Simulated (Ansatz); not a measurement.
**Photoemission of C(111) with NH2 on 25 % of the top atoms and H on the rest**

What would XPS and angle-resolved spectra of C(111) with NH2 on 25 % of the top atoms and H on the rest look like?

Main program and level: Ansatz 0.2.0; DFT, PBE, plane-wave PAW, default files, scalar-relativistic.

Most raw output is cut from this account.

## 1. The starting structure

The cell holds 34 atoms: 9 H, 1 N and 24 C. Its edges and angles: a = 5.044 Å, b = 5.044 Å, c = 21.664 Å, α = 90.0°, β = 90.0°, γ = 60.0°. It derives from C. How the cell was made: terminated face; group: NH2; share of top atoms: 0.25; rest: H; oxygen in back bonds: 0; lower face: H. Regions: ad, 6 atoms (1 N and 5 H); L1, 4 atoms (4 C); L2, 4 atoms (4 C); L3, 4 atoms (4 C); mid, 4 atoms (4 C); rest, 12 atoms (8 C and 4 H). Vacuum lies along c.

## 2. Relaxation

The cut or typed positions aren't at rest, and spectra shift with geometry, so the relaxation comes first. 12 atoms are held to stand for the bulk. A dipole correction cancels the field between unlike faces.

The input, input.yaml:

```yaml
crystal:
  lattice:
    - [5.044499777, 0.0, 0.0]
    - [2.5222498885, 4.3686649563, 0.0]
    - [0.0, 0.0, 21.6636689229]
  atoms:
    - { symbol: H, position: [0.128217851, 0.068670865, 0.676878371] }
    - { symbol: H, position: [0.803111285, 0.068670865, 0.676878371] }
    - { symbol: "N", position: [0.0, 0.0, 0.653798254] }
    - { symbol: H, position: [0.5, 0.0, 0.635334161] }
    - { symbol: H, position: [0.0, 0.5, 0.635334161] }
    - { symbol: H, position: [0.5, 0.5, 0.635334161] }
    - { symbol: C, position: [0.0, 0.0, 0.588250724] }
    - { symbol: C, position: [0.5, 0.0, 0.588250724] }
    - { symbol: C, position: [0.0, 0.5, 0.588250724] }
    - { symbol: C, position: [0.5, 0.5, 0.588250724] }
    - { symbol: C, position: [0.833333333, 0.333333333, 0.564485031] }
    - { symbol: C, position: [0.333333333, 0.333333333, 0.564485031] }
    - { symbol: C, position: [0.833333333, 0.833333333, 0.564485031] }
    - { symbol: C, position: [0.333333333, 0.833333333, 0.564485031] }
    - { symbol: C, position: [0.833333333, 0.333333333, 0.493187952] }
    - { symbol: C, position: [0.333333333, 0.333333333, 0.493187952] }
    - { symbol: C, position: [0.833333333, 0.833333333, 0.493187952] }
    - { symbol: C, position: [0.333333333, 0.833333333, 0.493187952] }
    - { symbol: C, position: [0.166666667, 0.166666667, 0.469422259] }
    - { symbol: C, position: [0.666666667, 0.166666667, 0.469422259] }
    - { symbol: C, position: [0.166666667, 0.666666667, 0.469422259] }
    - { symbol: C, position: [0.666666667, 0.666666667, 0.469422259] }
    - { symbol: C, position: [0.166666667, 0.166666667, 0.398125181] }
    - { symbol: C, position: [0.666666667, 0.166666667, 0.398125181] }
    - { symbol: C, position: [0.166666667, 0.666666667, 0.398125181] }
    - { symbol: C, position: [0.666666667, 0.666666667, 0.398125181] }
    - { symbol: C, position: [0.0, 0.0, 0.374359488] }
    - { symbol: C, position: [0.5, 0.0, 0.374359488] }
    - { symbol: C, position: [0.0, 0.5, 0.374359488] }
    - { symbol: C, position: [0.5, 0.5, 0.374359488] }
    - { symbol: H, position: [0.0, 0.0, 0.323121629] }
    - { symbol: H, position: [0.5, 0.0, 0.323121629] }
    - { symbol: H, position: [0.0, 0.5, 0.323121629] }
    - { symbol: H, position: [0.5, 0.5, 0.323121629] }
kpoints:
  mp_grid: { grid: [6, 6, 1] }
scf:
  occupations: { method: fermi_dirac, width: 0.02 }
  n_extra_bands: 24
hamiltonian:
  xc: pbe
  pseudopotentials: { kind: paw }
output:
  forces: true
  write_potential: true
  volumetric_format: []
efield:
  axis: 3
  dipole_correction: true
relax:
  f_tol: 0.03
  max_steps: 70
  constraints: [{ sites: [22, 23, 24, 25, 26, 27, 28, 29, 30, 31, 32, 33] }]
```

The run is started by

```
$ ansatz run input.yaml --threads 4 --pin off --max-ram 11264MiB --backend cpu --events-out ev --progress --plain --runs-dir out
```

Elapsed: 88 s, on 4 threads of Arm Neoverse V2, shared host; peak memory 1.2 GiB.

The steps of the relaxation:

| step | energy less that of the first step (eV) | largest force component (eV/Å) |
| --- | --- | --- |
| 1 | 0.0000 | 3.9579 |
| 2 | -0.4413 | 1.1495 |
| 3 | -0.5327 | 0.5978 |
| 4 | -0.5326 | 0.5843 |
| 5 | -0.5327 | 0.5993 |
| 6 | -0.5335 | 0.5769 |
| 7 | -0.5479 | 0.1778 |
| 8 | -0.5492 | 0.0110 |
| 9 | -0.5492 | 0.0110 |

Relaxation step 4 was tried and not accepted.

Forces are held to the 2 operations that the run works with; a distortion that breaks them can't arise in this run.

The atoms that moved most (Å):

| atom | dx | dy | dz | length |
| --- | --- | --- | --- | --- |
| N3 | 0.000 | -0.095 | 0.087 | 0.128 |
| H1 | -0.010 | 0.091 | -0.030 | 0.096 |
| H2 | 0.010 | 0.091 | -0.030 | 0.096 |
| H6 | -0.013 | 0.018 | 0.059 | 0.063 |
| H5 | 0.013 | 0.018 | 0.059 | 0.063 |
| H4 | 0.000 | -0.013 | 0.059 | 0.060 |
| C7 | 0.000 | -0.005 | 0.029 | 0.029 |
| C8 | 0.000 | -0.002 | -0.026 | 0.026 |

Final coordinates:

```cif
data_structure
_symmetry_space_group_name_H-M 'P 1'
_symmetry_Int_Tables_number 1
_cell_length_a 5.0445
_cell_length_b 5.0445
_cell_length_c 21.6637
_cell_angle_alpha 90.000
_cell_angle_beta 90.000
_cell_angle_gamma 60.000
_cell_volume 477.42
loop_
_atom_site_label
_atom_site_type_symbol
_atom_site_fract_x
_atom_site_fract_y
_atom_site_fract_z
_atom_site_occupancy
H1 H 0.11580 0.08947 0.67550 1
H2 H 0.79472 0.08947 0.67550 1
N3 N 0.01082 0.97837 0.65780 1
H4 H 0.50147 0.99705 0.63805 1
H5 H 0.00039 0.50422 0.63807 1
H6 H 0.49539 0.50422 0.63807 1
C7 C 0.00061 0.99878 0.58958 1
C8 C 0.50021 0.99958 0.58705 1
C9 C 0.00017 0.49928 0.58721 1
C10 C 0.50055 0.49928 0.58721 1
C11 C 0.83348 0.33304 0.56496 1
C12 C 0.33341 0.33318 0.56455 1
C13 C 0.83397 0.83250 0.56497 1
C14 C 0.33354 0.83250 0.56497 1
C15 C 0.83380 0.33239 0.49332 1
C16 C 0.33345 0.33310 0.49309 1
C17 C 0.83383 0.83379 0.49332 1
C18 C 0.33238 0.83379 0.49332 1
C19 C 0.16658 0.16661 0.46943 1
C20 C 0.66681 0.16661 0.46943 1
C21 C 0.16667 0.66666 0.46945 1
C22 C 0.66669 0.66663 0.46969 1
C23 C 0.16667 0.16667 0.39813 1
C24 C 0.66667 0.16667 0.39813 1
C25 C 0.16667 0.66667 0.39813 1
C26 C 0.66667 0.66667 0.39813 1
C27 C 0.00000 0.00000 0.37436 1
C28 C 0.50000 0.00000 0.37436 1
C29 C 0.00000 0.50000 0.37436 1
C30 C 0.50000 0.50000 0.37436 1
H31 H 0.00000 0.00000 0.32312 1
H32 H 0.50000 0.00000 0.32312 1
H33 H 0.00000 0.50000 0.32312 1
H34 H 0.50000 0.50000 0.32312 1
```

This step gave:

* free energy: -6548.6984 eV
* Fermi energy: 2.852 eV
* symmetry operations: 2
* gap on the k-mesh: 2.695 eV
* ionisation potential, upper face: 3.746 eV
* upper vacuum level less the lowest empty level (Kohn–Sham affinity): 1.051 eV
* ionisation potential, lower face: 3.678 eV

The relaxation ends 16 meV an atom lower, with a largest force component of 0.011 eV/Å on the free atoms.

## 3. Layer-resolved bands, DOS and potential

The main run: bands along the zone's path, each state's share in the top and middle regions, the DOS and the planar potential. The cell holds 4 small cells, so the bands are unfolded.

The input, input.yaml:

```yaml
crystal:
  lattice:
    - [5.044499777, 0.0, 0.0]
    - [2.5222498885, 4.3686649563, 0.0]
    - [0.0, 0.0, 21.6636689229]
  atoms:
    - { symbol: H, position: [0.1158038893, 0.0894745801, 0.6754991512] }
    - { symbol: H, position: [0.7947215307, 0.0894745801, 0.6754991512] }
    - { symbol: "N", position: [0.0108157244, -0.0216314488, 0.6577990173] }
    - { symbol: H, position: [0.5014737598, -0.0029475196, 0.6380523691] }
    - { symbol: H, position: [0.0003908759, 0.504218308, 0.6380708365] }
    - { symbol: H, position: [0.4953908161, 0.504218308, 0.6380708365] }
    - { symbol: C, position: [0.0006095328, -0.0012190656, 0.5895819146] }
    - { symbol: C, position: [0.5002122439, -0.0004244879, 0.5870481296] }
    - { symbol: C, position: [0.0001735928, 0.4992764832, 0.5872080957] }
    - { symbol: C, position: [0.500549924, 0.4992764832, 0.5872080957] }
    - { symbol: C, position: [0.8334783371, 0.3330433258, 0.5649608868] }
    - { symbol: C, position: [0.3334092213, 0.3331815574, 0.564547464] }
    - { symbol: C, position: [0.8339650239, 0.8324997357, 0.5649731292] }
    - { symbol: C, position: [0.3335352403, 0.8324997357, 0.5649731292] }
    - { symbol: C, position: [0.8338026628, 0.3323946744, 0.493321918] }
    - { symbol: C, position: [0.3334524066, 0.3330951867, 0.4930883095] }
    - { symbol: C, position: [0.8338280983, 0.833793611, 0.493323925] }
    - { symbol: C, position: [0.3323782908, 0.833793611, 0.493323925] }
    - { symbol: C, position: [0.1665788805, 0.1666104191, 0.4694268553] }
    - { symbol: C, position: [0.6668107004, 0.1666104191, 0.4694268553] }
    - { symbol: C, position: [0.1666690755, 0.666661849, 0.4694542245] }
    - { symbol: C, position: [0.6666856523, 0.6666286954, 0.4696852378] }
    - { symbol: C, position: [0.1666666665, 0.166666667, 0.398125181] }
    - { symbol: C, position: [0.6666666665, 0.166666667, 0.398125181] }
    - { symbol: C, position: [0.1666666665, 0.666666667, 0.398125181] }
    - { symbol: C, position: [0.6666666665, 0.666666667, 0.398125181] }
    - { symbol: C, position: [0.0, 0.0, 0.374359488] }
    - { symbol: C, position: [0.5, 0.0, 0.374359488] }
    - { symbol: C, position: [0.0, 0.5, 0.374359488] }
    - { symbol: C, position: [0.5, 0.5, 0.374359488] }
    - { symbol: H, position: [0.0, 0.0, 0.323121629] }
    - { symbol: H, position: [0.5, 0.0, 0.323121629] }
    - { symbol: H, position: [0.0, 0.5, 0.323121629] }
    - { symbol: H, position: [0.5, 0.5, 0.323121629] }
kpoints:
  mp_grid: { grid: [6, 6, 1] }
scf:
  occupations: { method: fermi_dirac, width: 0.02 }
  n_extra_bands: 24
hamiltonian:
  xc: pbe
  pseudopotentials: { kind: paw }
output:
  forces: true
  write_potential: true
  volumetric_format: []
  dos:
    projected:
      site_lists:
        adsorbate: [2, 0, 1, 3, 4, 5]
        layer_1: [6, 7, 8, 9]
        layer_2: [10, 11, 12, 13]
        layer_3: [14, 15, 16, 17]
        middle: [18, 19, 20, 21]
        other_layers: [22, 23, 24, 25, 26, 27, 28, 29, 30, 31, 32, 33]
    de: 0.05
    e_range: [-30, 12]
    method: { smearing: { sigma: 0.12, scheme: gaussian } }
  eigenstates:
    kpoints:
      - [0.33333333, -0.33333333, 0.0]
      - [0.25, -0.375, 0.0]
      - [0.16666667, -0.41666667, 0.0]
      - [0.08333333, -0.45833333, 0.0]
      - [0.0, 0.5, 0.0]
      - [-0.08333333, 0.45833333, 0.0]
      # [... 29 more points ...]
      - [0.25, 0.5, 0.0]
      - [0.29166667, -0.41666667, 0.0]
    e_range: [-8.0, 6.0]
    unfold:
      supercell_matrix: [[2, 0, 0], [0, 2, 0], [0, 0, 1]]
      layers:
        axis: 3
        edges: [0.138481, 0.426081, 0.426181, 0.573793, 0.573893, 0.860137]
efield:
  axis: 3
  dipole_correction: true
```

Run time: 99 s. Hardware: 4 threads; peak memory 1.8 GiB; 6.5 min of CPU time.

This step gave:

```yaml
zero_of_energy: valence-band maximum
share_of_occupied_states_in_no_projected_shell: 0.0039 of the occupied states in the window
```

A(k,E), total over k along the path and E. Zero: valence-band maximum.

Ten even steps from '_' (0.0 eV⁻¹) to '@' (4.4 eV⁻¹), each cell a mean:
```
::--====....====++--**@@@@@@**------++++--====----..::----::
______..--__..--::----------------==--..====--::----....____
________..--..::--::..........::--==--------====--__________
__________..==__::--::--------::--__..++::..________________
____________..--__..----::------__::--______________________
______________..++::____..______++--________________________
__________________==++==----++**..__________________________
______________________::::::________________________________
____________________________________________________________
____________________________________________________________
____________________________________________________________
______________________==**++::______________________________
__________________::--::....==--____________________________
______________::----++##@@@@**==--::________________________
____________..::--==**==++==++**--====..____________________
________..::..::==**--++--==**----::::++--..________________
______..::____==--::==______..====::::..--++++==--..________
____::..____++::::--__________..::++..::::......--==--::____
..::::::::**==++====__________::====**--..------....------..
%%**==--==------++----::::::--::::--::--**==::::--::....==##
::..::::--::..--..______________::__::..__::====--====----::
..::::::::::--::__________________--..::::::--..--==++++--..
```
Columns: k along the path (Å⁻¹) from 0 to 3.93; rows upwards: E (eV) from -6.35 to 7.05.

A(k,E), top over k along the path and E. Zero: valence-band maximum.

Ten even steps from '_' (0.00 eV⁻¹) to '@' (1.16 eV⁻¹), each cell a mean:
```
::::==++--::--====::++####%%**------++======++==--::::::::::
__......::....::::======--======--==::::====--::::::::::..__
....____..++::..--::..........::----::--++--::::::..........
....____..::==::::::--==----==::::..--##::..____________....
..________..--++____............__--==____________________..
____......____--@@--____________**++________________________
__________________**%%++::--%%@@::__________________________
______________________++####..______________________________
____________________________________________________________
____________________________________________________________
____________________________________________________________
______________________::----..______________________________
__________________..::..__..::::____________________________
..............::::::==**%%%%++--::::....________________....
__..______......::--++----::++++------....................__
..________......--++----::--==::--::..--::________________..
______....____----::::______..----::::__::------::..________
____..______--..::::____________..--..::::______..::::..____
::::::::::++--++--::__________..----==::..------..__::::--::
====------::----==------::::----::--..::==--::::----....::==
::......::::..::..______________....::..__..--::::====::::--
::--::::------..__________________::::::::----..::--++**==--
```
Columns: k along the path (Å⁻¹) from 0 to 3.93; rows upwards: E (eV) from -6.35 to 7.05.

A(k,E), middle over k along the path and E. Zero: valence-band maximum.

Ten even steps from '0' (0.00 eV⁻¹) to '9' (1.97 eV⁻¹), each cell a mean:
```
112100134369996211122221111221
000000000111111221102232331000
000000000000000001221256400000
000000000000000000012100000000
000000000000000000000000000000
000000000000000000000000000000
000000000000000000000000000000
000000000000000000000000000000
000000000000000000000000000000
000000000000000000000000000000
000000000000000000000000000000
000000000015662000000000000000
000000000342014410000000000000
000000023355665442000000000000
000000122454744534410000000000
000012124548478321264100000000
000120043270001541104565410000
002100522410001136011011354200
122126453500000334731121113331
963343325322222222146311110138
112221132000000030211365323332
111222320000000003122231454421
```
Columns: k along the path (Å⁻¹) from 0 to 3.93; rows upwards: E (eV) from -6.35 to 7.05.

A(k,E), bottom over k along the path and E. Zero: valence-band maximum.

Ten even steps from '_' (0.00 eV⁻¹) to '@' (1.68 eV⁻¹), each cell a mean:
```
--==++++____::----::--++++**==::::::------==++==--..::--==--
______::++____....::::::::::::::::::..__++++--::::::..______
________::++____....____....__........::--::::::::__________
__________..##____................__..**::__________________
____________..++__________________::++..____________________
______________::##::__________..##==________________________
__________________++****++++####..__________________________
______________________......________________________________
____________________________________________________________
____________________________________________________________
____________________________________________________________
______________________==++++::______________________________
__________________..--::....----____________________________
______________..::--**##@@@@##--::..________________________
____________....::==**==----++**------______________________
__________::..::==++::::..::--::--::::==--__________________
______....____==--::::________----::::..--====--::..________
____....____++..::::____________..--..--::......--==--..____
..::::::::**--++--::__________..==--==::..--==--::__::----..
%%**--::----::====----::::::--::::--..::==--::::----....==##
......::--::..::..______________..__::..__..----::++++----::
__..::::::::--..__________________::....::::::..::--====::..
```
Columns: k along the path (Å⁻¹) from 0 to 3.93; rows upwards: E (eV) from -6.35 to 7.05.

[end of part 1 of 3]

[Logs are printed without paths, hosts, clocks, repeated set-up lines and the standing remarks that a program may print on its own settings, such as how far it seeks lower states.]

[Hosts, paths, dates, database ids (printed as entryN), source tags and the programs' standing remarks are cut or masked in the printed files.]

[Maps of the electrostatic potential energy from Ansatz leave out the sawtooth potential of an applied field or a dipole correction, so their vacuum need not be flat; work functions include it.]
